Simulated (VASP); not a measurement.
# PbS (Pm-3m) in VASP: single point with LDA

Aim: the single point of PbS with LDA.

Everything below comes from runs of VASP 6.6.1. Logs are shortened: lines on timing, memory, paths and dates and some standing lists are left out, and cuts for length are marked.

### Step 1. The crystal as given

The structure is cubic, space group Pm-3m (No. 221). The conventional cell has a = 3.654 Å, b = 3.654 Å, c = 3.654 Å, α = 90.00°, β = 90.00°, γ = 90.00°. Pb (site symmetry m-3m) is surrounded by 8 S at 3.16 Å. Around S (site symmetry m-3m) lie 8 Pb at 3.16 Å.

Measurements of this composition are mostly on another form, of space group No. 225.

### Step 2. Single point, LDA

File INCAR:

```
PREC     = Accurate       # precision mode
ENCUT    = 520            # plane-wave cutoff, eV
EDIFF    = 1E-6           # SCF threshold, eV
ISMEAR   = 0              # smearing method
SIGMA    = 0.1            # smearing width, eV
LREAL    = False          # projectors in reciprocal space
LASPH    = True           # aspherical terms in the spheres
NELM     = 60             # most SCF steps
ALGO     = Normal         # electronic algorithm
ISIF     = 2              # what is computed and relaxed
LWAVE    = False          # write WAVECAR
LCHARG   = True           # write CHGCAR
GGA      = CA             # functional
LELF     = True           # ELF
LVHAR    = True         
NBANDS   = 17             # bands
```

File KPOINTS:

```
regular mesh
0
Gamma
  6 6 6
```

File POSCAR:

```
PbS
1.0
    3.6536590000      0.0000000000      0.0000000000
    0.0000000000      3.6536590000      0.0000000000
    0.0000000000      0.0000000000      3.6536590000
Pb S
1 1
Direct
    0.0000000000      0.0000000000      0.0000000000
    0.5000000000      0.5000000000      0.5000000000
```

Potentials or basis: VASP PAW LDA potentials, release 64 (Pb_d, S).

Command:

```sh
> cat potpaw_LDA.64/Pb_d/POTCAR potpaw_LDA.64/S/POTCAR > POTCAR
> mpirun -np 1 vasp_std > vasp.out
```

OUTCAR:

```text
PREC = Accurate
   ENCUT = 520
   EDIFF = 1E-6
   ISMEAR = 0
   LREAL = False
   LASPH = True
   NELM = 60
   ISIF = 2
   GGA = CA

 ion  position               nearest neighbor table
   1  0.000  0.000  0.000-   2 3.16   2 3.16   2 3.16   2 3.16   2 3.16   2 3.16   2 3.16   2 3.16

   2  0.500  0.500  0.500-   1 3.16   1 3.16   1 3.16   1 3.16   1 3.16   1 3.16   1 3.16   1 3.16

  LATTYP: Found a simple cubic cell.
 ALAT       =     3.6536590000

  Lattice vectors:

 A1 = (   3.6536590000,   0.0000000000,   0.0000000000)
 A2 = (   0.0000000000,   3.6536590000,   0.0000000000)
 A3 = (   0.0000000000,   0.0000000000,   3.6536590000)

Analysis of symmetry for initial positions (statically):
=====================================================================
 Subroutine PRICEL returns:
 Original cell was already a primitive cell.

 Routine SETGRP: Setting up the symmetry group for a
 simple cubic supercell.

 Subroutine GETGRP returns: Found 48 space group operations
 (whereof 48 operations were pure point group operations)
 out of a pool of 48 trial point group operations.

The static configuration has the point symmetry O_h .

Analysis of symmetry for dynamics (positions and initial velocities):
=====================================================================
 Subroutine PRICEL returns:
 Original cell was already a primitive cell.

 Routine SETGRP: Setting up the symmetry group for a
 simple cubic supercell.

 Subroutine GETGRP returns: Found 48 space group operations
 (whereof 48 operations were pure point group operations)
 out of a pool of 48 trial point group operations.

The dynamic configuration has the point symmetry O_h .

 Subroutine INISYM returns: Found 48 space group operations
 (whereof 48 operations are pure point group operations),
 and found     1 'primitive' translations

----------------------------------------------------------------------------------------

                                     Primitive cell

  volume of cell :      48.7735

  direct lattice vectors                    reciprocal lattice vectors
     3.653659000  0.000000000  0.000000000     0.273698230  0.000000000  0.000000000
     0.000000000  3.653659000  0.000000000     0.000000000  0.273698230  0.000000000
     0.000000000  0.000000000  3.653659000     0.000000000  0.000000000  0.273698230

  length of vectors
     3.653659000  3.653659000  3.653659000     0.273698230  0.273698230  0.273698230

  position of ions in fractional coordinates (direct lattice)
     0.000000000  0.000000000  0.000000000
     0.500000000  0.500000000  0.500000000

  ion indices of the primitive-cell ions
   primitive index   ion index
                 1           1
                 2           2

----------------------------------------------------------------------------------------

 KPOINTS: regular mesh

Automatic generation of k-mesh.
 Grid dimensions read from file:
 generate k-points for:    6    6    6

 Generating k-lattice:

  Cartesian coordinates                     Fractional coordinates (reciprocal lattice)
     0.045616372  0.000000000  0.000000000     0.166666667  0.000000000  0.000000000
     0.000000000  0.045616372  0.000000000     0.000000000  0.166666667  0.000000000
     0.000000000  0.000000000  0.045616372     0.000000000  0.000000000  0.166666667

  Length of vectors
     0.045616372  0.045616372  0.045616372

  Shift w.r.t. Gamma in fractional coordinates (k-lattice)
     0.000000000  0.000000000  0.000000000

 Subroutine IBZKPT returns following result:
 ===========================================

 Found     20 irreducible k-points:

 Following reciprocal coordinates:
            Coordinates               Weight
  0.000000  0.000000  0.000000      1.000000
  0.166667  0.000000  0.000000      6.000000
  0.333333  0.000000  0.000000      6.000000
  0.500000  0.000000  0.000000      3.000000
  0.166667  0.166667  0.000000     12.000000
  0.333333  0.166667  0.000000     24.000000
[... 12 lines left out ...]
  0.500000  0.500000  0.333333      6.000000
  0.500000  0.500000  0.500000      1.000000
   k-points           NKPTS =     20   k-points in BZ     NKDIM =     20   number of bands    NBANDS=     17
   number of dos      NEDOS =    301   number of ions     NIONS =      2
   total plane-waves  NPLWV =  21952
   dimension x,y,z NGX =    28 NGY =   28 NGZ =   28
   dimension x,y,z NGXF=    56 NGYF=   56 NGZF=   56
   ions per type =               1   1
   NGX,Y,Z   is equivalent  to a cutoff of  12.74, 12.74, 12.74 a.u.
   NGXF,Y,Z  is equivalent  to a cutoff of  25.48, 25.48, 25.48 a.u.
 SYSTEM =  unknown system
   PREC   = accura    normal or accurate (medium, high low for compatibility)
   ISTART =      0    job   : 0-new  1-cont  2-samecut
   ICHARG =      2    charge: 1-file 2-atom 10-const
   ISPIN  =      1    spin polarized calculation?
   LNONCOLLINEAR =      F non collinear calculations
   LSORBIT =      F    spin-orbit coupling
   LASPH  =      T    aspherical Exc in radial PAW
   ENCUT  =  520.0 eV  38.22 Ry    6.18 a.u.   6.79  6.79  6.79*2*pi/ulx,y,z
   NELM   =     60;   NELMIN=  2; NELMDL= -5     # of ELM steps
   EDIFF  = 0.1E-05   stopping-criterion for ELM
   LREAL  =      F    real-space projection
   EDIFFG = 0.1E-04   stopping-criterion for IOM
   NSW    =      0    number of steps for IOM
   IBRION =     -1    ionic relax: 0-MD 1-quasi-New 2-CG
   NFREE  =      0    steps in history (QN), initial steepest desc. (CG)
   ISIF   =      2    stress and relaxation
   ISYM   =      2    0-nonsym 1-usesym 2-fastsym
   POTIM  = 0.5000    time-step for ionic-motion
   TEBEG  =    0.0;   TEEND  =   0.0 temperature during run
   PSTRESS=    0.0 pullay stress
   NELECT =      20.0000    total number of electrons
   NUPDOWN=      -1.0000    fix difference up-down
   EMIN   =  10.00;   EMAX   =-10.00  energy-range for DOS
   EFERMI =   0.00;   METHOD = LEGACY
   ISMEAR =     0;   SIGMA  =   0.10  broadening in eV -4-tet -1-fermi 0-gaus
   EFERMI_NEDOS =   21; number of points for ismear=-14 and -15
   IALGO  =     38    algorithm
   IMIX   =      4    mixing-type and parameters
     AMIX     =   0.40;   BMIX     =  1.00
     AMIX_MAG =   1.60;   BMIX_MAG =  1.00
  volume/ion in A,a.u.               =      24.39       164.57
  Fermi-wavevector in a.u.,A,eV,Ry     =   1.216252  2.298383 20.126668  1.479268
  Thomas-Fermi vector in A             =   2.351612
   LORBIT       =      0    0 simple, 1 ext, 2 COOP (PROOUT), +10 PAW based schemes
   GGA     = CA    functional components
   LHFCALC =     F    Hartree Fock is set to
   AEXX    =    0.0000 exact exchange contribution
   IVDW    =     0    specifies the selected vdW correction
   LEPSILON=     F    determine dielectric tensor
   LRPA    =     F    only Hartree local field effects (RPA)
 non-spin polarized calculation
 Gauss-broadening in eV      SIGMA  =   0.10
  energy-cutoff  :      520.00
  volume of cell :       48.77
 maximum number of plane-waves:      1357
 NGX is ok and might be reduce to    28
   NGX = 13   NGY = 13   NGZ = 13

 number of electron      19.9999995 magnetization

 Free energy of the ion-electron system (eV)
  ---------------------------------------------------
  ext. energy  EPLUGINS =         0.00000000
  ---------------------------------------------------
  free energy    TOTEN  =        -9.49514876 eV

  energy without entropy =       -9.49189458  energy(sigma->0) =       -9.49352167

 E-fermi :   5.9400     XC(G=0): -10.4779

 val. band max:        5.9354513135   @ k =   0.1667   0.1667   0.1667
 cond. band min:       6.0461733263   @ k =   0.5000   0.3333   0.3333
 fundamental gap:      0.1107220128
 Fermi energy:         5.9400311134

 k-point     1 :       0.0000    0.0000    0.0000
  band No.  band energies     occupation
      1     -10.9548      2.00000
      2     -10.9548      2.00000
      3     -10.7429      2.00000
      4     -10.7429      2.00000
      5     -10.7429      2.00000
      6      -7.2089      2.00000
[... 9 lines left out ...]
     16      18.5453      0.00000
     17      18.6902      0.00000

 k-point     2 :       0.1667    0.0000    0.0000
  band No.  band energies     occupation
      1     -10.9522      2.00000
      2     -10.9146      2.00000
      3     -10.7577      2.00000
      4     -10.7577      2.00000
      5     -10.7414      2.00000
      6      -6.9715      2.00000
[... 9 lines left out ...]
     16      18.2036      0.00000
     17      18.4164      0.00000

 k-point     3 :       0.3333    0.0000    0.0000
  band No.  band energies     occupation
      1     -10.9471      2.00000
      2     -10.8350      2.00000
      3     -10.7873      2.00000
      4     -10.7873      2.00000
      5     -10.7385      2.00000
      6      -6.3456      2.00000
[... 9 lines left out ...]
     16      16.2525      0.00000
     17      18.6628      0.00000

 k-point     4 :       0.5000    0.0000    0.0000
  band No.  band energies     occupation
      1     -10.9445      2.00000
      2     -10.8020      2.00000
      3     -10.8020      2.00000
      4     -10.7954      2.00000
      5     -10.7370      2.00000
      6      -5.8659      2.00000
[... 9 lines left out ...]
     16      18.6517      0.00000
     17      19.6075      0.00000
[... 263 lines left out ...]
      1     -10.8701      2.00000
      2     -10.8540      2.00000
      3     -10.8335      2.00000
      4     -10.7532      2.00000
      5     -10.7100      2.00000
      6      -5.0236      2.00000
[... 9 lines left out ...]
     16      17.7230      0.00000
     17      21.6001      0.00000

 k-point    19 :       0.5000    0.5000    0.3333
  band No.  band energies     occupation
      1     -10.8842      2.00000
      2     -10.8517      2.00000
      3     -10.8517      2.00000
      4     -10.7309      2.00000
      5     -10.6859      2.00000
      6      -4.9176      2.00000
[... 9 lines left out ...]
     16      18.5519      0.00000
     17      22.1842      0.00000

 k-point    20 :       0.5000    0.5000    0.5000
  band No.  band energies     occupation
      1     -10.8715      2.00000
      2     -10.8715      2.00000
      3     -10.8715      2.00000
      4     -10.6851      2.00000
      5     -10.6851      2.00000
      6      -4.8545      2.00000
[... 9 lines left out ...]
     16      19.4626      0.00000
     17      22.3550      0.00000

------------------------ aborting loop because EDIFF is reached ----------------------------------------

  FORCE on cell =-STRESS in cart. coord.  units (eV):
  Direction    XX          YY          ZZ          XY          YZ          ZX
  --------------------------------------------------------------------------------------
  -------------------------------------------------------------------------------------
  Total       -1.5258478     -1.5258478     -1.5258478      0.0000000      0.0000000      0.0000000
  in kB      -50.1230824    -50.1230824    -50.1230824      0.0000000      0.0000000      0.0000000
  external PRESSURE =     -50.1230824 kB  Pullay stress =       0.0000000 kB

 VOLUME and BASIS-vectors are now :
 -----------------------------------------------------------------------------
  energy-cutoff  :      520.00
  volume of cell :       48.77
      direct lattice vectors                 reciprocal lattice vectors
     3.653659000  0.000000000  0.000000000     0.273698230  0.000000000  0.000000000
     0.000000000  3.653659000  0.000000000     0.000000000  0.273698230  0.000000000
     0.000000000  0.000000000  3.653659000     0.000000000  0.000000000  0.273698230

 POSITION                                       TOTAL-FORCE (eV/Angst)
 -----------------------------------------------------------------------------------
      0.00000      0.00000      0.00000         0.000000      0.000000      0.000000
      1.82683      1.82683      1.82683         0.000000      0.000000      0.000000
 -----------------------------------------------------------------------------------
    total drift:                               -0.000000      0.000000      0.000000

  FREE ENERGIE OF THE ION-ELECTRON SYSTEM (eV)
  ---------------------------------------------------
  free  energy   TOTEN  =        -9.4951487603 eV

  energy  without entropy=       -9.4918945754  energy(sigma->0) =       -9.49352167
```

It took 14 s on 1 thread of Intel Xeon Platinum 8259CL at 2.50GHz (Skylake/Cascade Lake), shared host; peak memory 0.14 GiB.

Results:

```yaml
Free_energy: -9.4951 eV
Pressure: -5.0 GPa
Band_gap_on_the_k_mesh: none (metal or under the smearing width)
```

Spin-orbit coupling is left out, which matters for the levels of Pb.
